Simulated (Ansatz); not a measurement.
**diamond against fcc along group 5**

Theory: Ansatz, DFT, BLYP, plane waves (420 eV) with PAW, scalar-relativistic. The PAW files were generated under PBE, with cores re-solved for the functional.

Each structure is relaxed within its symmetry, in the lowest magnetic state of the tried starts. Differences under about 8 meV lie within the error of the k-point mesh.

| element | E(diamond) − E(fcc) (meV/atom) | V(diamond) (Å³/atom) | V(fcc) (Å³/atom) | state of diamond | state of fcc |
| --- | --- | --- | --- | --- | --- |
| V | 1771 | 19.80 | 14.32 | spin not included | spin not included |
| Nb | 1762 | 27.59 | 19.50 | spin not included | spin not included |
| Ta | 2078 | 29.87 | 19.39 | spin not included | spin not included |
